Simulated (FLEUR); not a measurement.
InAs: single point with PBEsol

**Experimental background.**

A printed reference work, data compilation reports, for a bulk crystal of InAs at 4.2 K: band gap 0.418 eV (direct).

InAs:

```xyz
2
Lattice="0.0000 3.0180 3.0180 3.0180 0.0000 3.0180 3.0180 3.0180 0.0000" Properties=species:S:1:pos:R:3 pbc="T T T"
In    0.0000    0.0000    0.0000
As    4.5270    4.5270    4.5270
```

* Program: FLEUR MaX-R8.1 (later development tree)
* Task: single point
* Functional: PBEsol
* Potentials or basis: all-electron
* Basis: FLAPW
* Kmax: 4.56 1/bohr
* k mesh: 8 × 8 × 8
* Occupations: fermi-dirac, width 0.05 eV
* Spin: no spin polarisation
* Gmax: 14.1 1/bohr
* Muffin-tin radii: In 2.28, As 2.15 bohr
* lmax: In 9, As 9
* lnonsphr: In 9, As 9
* Local orbitals a species: In 5, As 6
* Max iterations: 60
* Mixing factor: 0.05
* Mixer: Anderson
* Mixer history: 15
* Density convergence: 1e-05 me/bohr^3

- Band gap on the k mesh: none (metal or under the smearing width)
- Valence electrons inside the program's atomic spheres: In 18.66; As 18.82 (radii In 2.28, As 2.15 bohr)

Levels at points of the mesh, in eV from the Fermi level:
```csv
k point,band 19,band 20,band 21,band 22,band 23,band 24
"(0.00, 0.00, 0.00)",-0.31,-0.05,-0.05,-0.05,3.82,3.82
"(0.00, 0.00, 0.50)",-5.88,-1.05,-1.05,0.84,4.59,4.59
"(0.00, 0.50, 0.50)",-5.94,-2.41,-2.41,1.39,1.94,9.06
```

Core levels (eV from the Fermi level):
```csv
atom,levels
1 In,"1s1/2 -27718.0, 2s1/2 -4145.6, 2p1/2 -3866.3, 2p3/2 -3655.6, 3s1/2 -782.9, 3p1/2 -670.2, 3p3/2 -632.2, 3d3/2 -432.6, 3d5/2 -424.8"
2 As,"1s1/2 -11701.1, 2s1/2 -1479.5, 2p1/2 -1321.6, 2p3/2 -1285.1, 3s1/2 -184.3"
```

Wall time 2.8 min on 1 thread of AMD EPYC 7R43 64-Core Processor (Zen 3), with other jobs on the host, peak memory 0.07 GiB.

Measured gap of InAs: 0.418 eV (direct; 4.2 K; a printed reference work, data compilation). This calculation gives 0.00 eV (-0.42 eV). Spin-orbit coupling on As, In is left out. The value is that of PBEsol on a finite k mesh, which can miss the band edges, without temperature or zero-point motion. Semilocal functionals fall short of measured gaps as a rule.

Caveat: this crystal is a semiconductor, whose small gap the functional closes, so the metal is an error of the method.
